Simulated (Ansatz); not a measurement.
# InSb: the cost of one run

Program: Ansatz 0.2.0. Level of theory: DFT PBEsol, scalar-relativistic, plane waves, PAW. These are calculated values, not measurements.

1 further run of the same task is left out (set aside as unsound or not needed).

### 1 The structure to begin with

The structure is tetragonal, space group P4/mmm (No. 123). The conventional cell has a = 3.036 Å, b = 3.036 Å, c = 6.096 Å, α = 90.00°, β = 90.00°, γ = 90.00°. In (site symmetry 4/mmm) is surrounded by 4 In at 3.04 Å and 2 Sb at 3.05 Å. Sb (site symmetry 4/mmm) is surrounded by 4 Sb at 3.04 Å and 2 In at 3.05 Å.

Coordinates:

```cif
data_structure
_symmetry_space_group_name_H-M 'P4/mmm'
_symmetry_Int_Tables_number 123
_cell_length_a 3.0362
_cell_length_b 3.0362
_cell_length_c 6.0964
_cell_angle_alpha 90.000
_cell_angle_beta 90.000
_cell_angle_gamma 90.000
_cell_volume 56.20
loop_
_atom_site_label
_atom_site_type_symbol
_atom_site_symmetry_multiplicity
_atom_site_Wyckoff_symbol
_atom_site_fract_x
_atom_site_fract_y
_atom_site_fract_z
_atom_site_occupancy
In1 In 1 a 0.00000 0.00000 0.00000 1
Sb1 Sb 1 b 0.00000 0.00000 0.50000 1
```

It goes back to an entry of the Materials Project, which need not be the stable form.

This cell was relaxed beforehand with the same method: volume 28.10 Å³/atom, gap on the mesh none (metal).

### 2 The scan

The energy is mapped over two homogeneous strains (x along [1 0 0], y along [0 1 0], z along [0 0 1] of the conventional cell).

- normal strain along x: 5 values from −4 to 4 %
- normal strain along z: 5 values from −4 to 4 %

Nothing else is relaxed (symmetry fixes all fractional coordinates). Energies count from the relaxed crystal. Points are written as (first, second).

### 3 Grid point (−4 %, 2 %)

Input file input.yaml:

```yaml
crystal:
  lattice:
    - [2.9147411475, 0.0, 0.0]
    - [0.0, 3.0361886953, 0.0]
    - [0.0, 0.0, 6.2182830229]
  atoms:
    - { symbol: In, position: [0.0, 0.0, 0.0] }
    - { symbol: Sb, position: [0.0, 0.0, 0.5] }
basis:
  ecutwfc: 420
kpoints:
  mp_grid: { grid: [14, 14, 8] }
hamiltonian:
  xc: pbesol
  pseudopotentials: { kind: paw, azcp: { folder: soft_1 } }
scf:
  occupations: { method: gaussian, width: 0.15 }
output:
  forces: true
  stress: true
  eigenvalues: true
```

Started as:

```console
$ ansatz run input.yaml --threads 1 --pin off --max-ram 2048MiB --backend cpu --events-out ev --progress --plain --runs-dir out
```

**Question.** How long does this run take on 1 thread of AMD EPYC 7R43 (Zen 3), shared host, and how much memory does it need?

About 19 s, with a peak of 0.57 GiB.
